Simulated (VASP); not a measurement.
# Li (Im-3m) in VASP: settings compared, part 2 of 2

VASP 6.6.1.

**4. Single point, PBE**

This run uses another cell than the first one, of 20.37 Å³/atom, 0.969 times its volume.

INCAR

```
PREC = Accurate ; ENCUT = 520
EDIFF = 1E-6 ; ISMEAR = 0
SIGMA = 0.05 ; LREAL = F
LASPH = T ; NELM = 100
ALGO = Normal ; ISIF = 2
LWAVE = F ; LCHARG = F
GGA = PE ; NBANDS = 8
```

KPOINTS

```
regular mesh
0
Gamma
  8 8 8
```

POSCAR

```
Li
1.0
   -1.7203674786      1.7203674786      1.7203674786
    1.7203674786     -1.7203674786      1.7203674786
    1.7203674786      1.7203674786     -1.7203674786
Li
1
Direct
    0.0000000000      0.0000000000      0.0000000000
```

Potentials or basis: VASP PAW PBE potentials, release 64 (Li_sv).

Command:

```sh
$ cat potpaw_PBE.64/Li_sv/POTCAR > POTCAR
$ mpirun -np 1 vasp_std > vasp.out
```

OUTCAR:

```text
PREC = Accurate
   ENCUT = 520
   EDIFF = 1E-6
   ISMEAR = 0
   LREAL = F
   LASPH = T
   NELM = 100
   ISIF = 2
   GGA = PE

 ion  position               nearest neighbor table
   1  0.000  0.000  0.000-

  LATTYP: Found a body centered cubic cell.
 ALAT       =     3.4407349572

  Lattice vectors:

 A1 = (  -1.7203674786,   1.7203674786,   1.7203674786)
 A2 = (   1.7203674786,  -1.7203674786,   1.7203674786)
 A3 = (   1.7203674786,   1.7203674786,  -1.7203674786)

Analysis of symmetry for initial positions (statically):
=====================================================================
 Subroutine PRICEL returns:
 Original cell was already a primitive cell.

 Routine SETGRP: Setting up the symmetry group for a
 body centered cubic supercell.

 Subroutine GETGRP returns: Found 48 space group operations
 (whereof 48 operations were pure point group operations)
 out of a pool of 48 trial point group operations.

The static configuration has the point symmetry O_h .

Analysis of symmetry for dynamics (positions and initial velocities):
=====================================================================
 Subroutine PRICEL returns:
 Original cell was already a primitive cell.

 Routine SETGRP: Setting up the symmetry group for a
 body centered cubic supercell.

 Subroutine GETGRP returns: Found 48 space group operations
 (whereof 48 operations were pure point group operations)
 out of a pool of 48 trial point group operations.

The dynamic configuration has the point symmetry O_h .

 Subroutine INISYM returns: Found 48 space group operations
 (whereof 48 operations are pure point group operations),
 and found     1 'primitive' translations

----------------------------------------------------------------------------------------

                                     Primitive cell

  volume of cell :      20.3668

[... 108 lines left out ...]
  Fermi-wavevector in a.u.,A,eV,Ry     =   0.864584  1.633827 10.170437  0.747506
  Thomas-Fermi vector in A             =   1.982703
   LORBIT       =      0    0 simple, 1 ext, 2 COOP (PROOUT), +10 PAW based schemes
   GGA     = PE    functional components
   LHFCALC =     F    Hartree Fock is set to
   AEXX    =    0.0000 exact exchange contribution
   IVDW    =     0    specifies the selected vdW correction
   LEPSILON=     F    determine dielectric tensor
   LRPA    =     F    only Hartree local field effects (RPA)
 non-spin polarized calculation
 Gauss-broadening in eV      SIGMA  =   0.05
  energy-cutoff  :      520.00
  volume of cell :       20.37
 maximum number of plane-waves:       559
 NGX is ok and might be reduce to    24

 number of electron       2.9999999 magnetization

 Free energy of the ion-electron system (eV)
  ---------------------------------------------------
  ext. energy  EPLUGINS =         0.00000000
  ---------------------------------------------------
  free energy    TOTEN  =        -1.89272342 eV

  energy without entropy =       -1.89112587  energy(sigma->0) =       -1.89192464

 E-fermi :   0.6707     XC(G=0):  -7.0325

 val. band max:        0.5824901492   @ k =   0.2500   0.2500   0.0000
 cond. band min:       0.7074835812   @ k =   0.3750   0.1250   0.0000
 fundamental gap:      0.1249934320
 Fermi energy:         0.6706860489

 k-point     1 :       0.0000    0.0000    0.0000
  band No.  band energies     occupation
      1     -45.9240      2.00000
      2      -2.9420      2.00000
      3      15.1673      0.00000
      4      15.1673      0.00000
      5      15.1673      0.00000
      6      19.9289      0.00000
      7      19.9291      0.00000
      8      19.9291      0.00000
[... 243 lines left out ...]
 k-point    24 :      -0.3750    0.3750    0.2500
  band No.  band energies     occupation
      1     -45.9008      2.00000
      2       0.9731      0.00000
      3       6.4942      0.00000
      4       8.0034      0.00000
      5      11.4125      0.00000
      6      13.4473      0.00000
      7      17.8269      0.00000
      8      20.9509      0.00000

 [... further k-points ...]

------------------------ aborting loop because EDIFF is reached ----------------------------------------

  FORCE on cell =-STRESS in cart. coord.  units (eV):
  Direction    XX          YY          ZZ          XY          YZ          ZX
  --------------------------------------------------------------------------------------
  -------------------------------------------------------------------------------------
  Total       -0.0099962     -0.0099962     -0.0099962      0.0000000     -0.0000000      0.0000000
  in kB       -0.7863610     -0.7863610     -0.7863610      0.0000000     -0.0000000      0.0000000
  external PRESSURE =      -0.7863610 kB  Pullay stress =       0.0000000 kB

 VOLUME and BASIS-vectors are now :
 -----------------------------------------------------------------------------
  energy-cutoff  :      520.00
  volume of cell :       20.37
      direct lattice vectors                 reciprocal lattice vectors
    -1.720367479  1.720367479  1.720367479     0.000000000  0.290635580  0.290635580
     1.720367479 -1.720367479  1.720367479     0.290635580  0.000000000  0.290635580
     1.720367479  1.720367479 -1.720367479     0.290635580  0.290635580  0.000000000

 POSITION                                       TOTAL-FORCE (eV/Angst)
 -----------------------------------------------------------------------------------
      0.00000      0.00000      0.00000        -0.000000      0.000000      0.000000
 -----------------------------------------------------------------------------------
    total drift:                                0.000000      0.000000      0.000000

  FREE ENERGIE OF THE ION-ELECTRON SYSTEM (eV)
  ---------------------------------------------------
  free  energy   TOTEN  =        -1.8927234193 eV

  energy  without entropy=       -1.8911258665  energy(sigma->0) =       -1.89192464
```

Wall time 2.1 s (1 thread of Intel Xeon Platinum 8488C (Sapphire Rapids), shared host); peak memory 0.12 GiB.

Results:

| Property | Result |
| --- | --- |
| Free energy | -1.8927 eV |
| Band gap on the k mesh | none (metal or under the smearing width) |

Levels at points of the mesh, in eV from the Fermi level:
```
           k point  band 1  band 2  band 3  band 4
(0.00, 0.00, 0.00)  -46.59   -3.61   14.50   14.50
(0.50, 0.00, 0.00)  -46.58    0.19    3.18   10.27
(0.50, 0.50, 0.50)  -46.56    5.45    5.45    5.45
```

Caveat: the cutoff is under 1.25 times the usual one of these potentials, so pressure, stress and relaxed cells hold a basis-set (Pulay) error.

**5. Overview**

| level | cell | k mesh | gap on the mesh (eV) |
| --- | --- | --- | --- |
| r2SCAN | Im-3m, 21.01 Å³/atom | 18 × 18 × 18 | none |
| PBE | Im-3m, 21.25 Å³/atom | 8 × 8 × 8 | none |
| PBE | Im-3m, 20.37 Å³/atom | 8 × 8 × 8 | none |

Alike in all rows: task single point; potentials or basis VASP PAW PBE potentials, release 64 (Li_sv); no spin polarisation; cutoff (eV) 520; smearing gaussian 0.05 eV.

Every run on the cell as given and a fine mesh finds a metal.

Caveats: the cutoff is under 1.25 times the usual one of these potentials, so pressure, stress and relaxed cells hold a basis-set (Pulay) error; the PAW data sets were made with another functional, which shifts forces and pressure a little (some runs).

Absolute energies hang on the potentials; compare differences alone.
